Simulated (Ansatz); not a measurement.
# Li2O: strong compression

The task here is to estimate one member of a computed series from the others.

Method: DFT PBE, with the methods named in each step, in Ansatz 0.2.0.

### The system as given

The structure is cubic, space group Fm-3m (No. 225). Conventional cell: a = 4.654 Å, b = 4.654 Å, c = 4.654 Å, α = 90.00°, β = 90.00°, γ = 90.00°. Li (site symmetry -43m) has 4 O at 2.02 Å as nearest neighbours. O (site symmetry m-3m) has 8 Li at 2.02 Å as nearest neighbours.

Structure file:

```cif
data_structure
_symmetry_space_group_name_H-M 'P 1'
_symmetry_Int_Tables_number 1
_cell_length_a 3.2907
_cell_length_b 3.2907
_cell_length_c 3.2907
_cell_angle_alpha 60.000
_cell_angle_beta 60.000
_cell_angle_gamma 60.000
_cell_volume 25.20
loop_
_atom_site_label
_atom_site_type_symbol
_atom_site_fract_x
_atom_site_fract_y
_atom_site_fract_z
_atom_site_occupancy
Li1 Li 0.75000 0.75000 0.75000 1
Li2 Li 0.25000 0.25000 0.25000 1
O1 O 0.00000 0.00000 0.00000 1
```

Whether this phase is the stable one at these pressures isn't tested.

Atoms are numbered in the order of the input: Li1, Li2, O3.

Set-up of the first run:

Contents of input.yaml:

```yaml
crystal:
  lattice:
    - [0.0, 2.3268543819, 2.3268543819]
    - [2.3268543819, 0.0, 2.3268543819]
    - [2.3268543819, 2.3268543819, 0.0]
  atoms:
    - { symbol: Li, position: [0.75, 0.75, 0.75] }
    - { symbol: Li, position: [0.25, 0.25, 0.25] }
    - { symbol: O, position: [0.0, 0.0, 0.0] }
kpoints:
  mp_grid: { grid: [10, 10, 10] }
  band_path:
    path:
      - [0.0, 0.0, 0.0]
      - [0.5, 0.0, 0.5]
      - [0.625, 0.25, 0.625]
      - [0.375, 0.375, 0.75]
      - [0.0, 0.0, 0.0]
      - [0.5, 0.5, 0.5]
      - [0.5, 0.25, 0.75]
      - [0.5, 0.0, 0.5]
    npoints: 14
scf:
  occupations: { method: fermi_dirac, width: 0.03 }
hamiltonian:
  xc: pbe
  pseudopotentials: { kind: all_electron, lapw: { basis_error: 0.001 } }
output:
  forces: true
  stress: true
  eigenvalues: true
  populations: true
```

Command:

```bash
ansatz run input.yaml --threads 1 --pin off --max-ram 3072MiB --backend cpu --events-out ev --progress --plain --runs-dir out
```

Steps of the session up to this table: The reference volume, LAPW; Volume scaled by 0.7, LAPW; Volume scaled by 0.55, LAPW; Volume scaled by 0.5, LAPW; Volume scaled by 0.5, crystal datasets.

One of the session's tables, all rows but one given; the rest of the session is left out.

```
          method  volume over the first  volume (Å³/atom)  pressure (GPa)  gap on the k mesh (eV)
            LAPW                      1             8.399           -1.45                    4.94
            LAPW                    0.7             5.879           51.66                    5.59
            LAPW                   0.55             4.619          141.50                    5.94
            LAPW                    0.5             4.199          198.19                    6.05
             PAW                      1             8.399           -1.37                    4.95
             PAW                    0.7                 ?               ?                       ?
             PAW                   0.55             4.619          141.87                    5.95
             PAW                    0.5             4.199          198.59                    6.06
crystal datasets                    0.5             4.199          198.18                    6.05
```

Estimate the missing values for PAW, 0.7.

The run gave: volume (Å³/atom): 5.879; pressure (GPa): 51.83; gap on the k mesh (eV): 5.60.

Limits of these values: Rows by PAW come from runs of the same series that aren't printed here. Warnings in the runs' records: stress scf threshold loose, crystal datasets made.
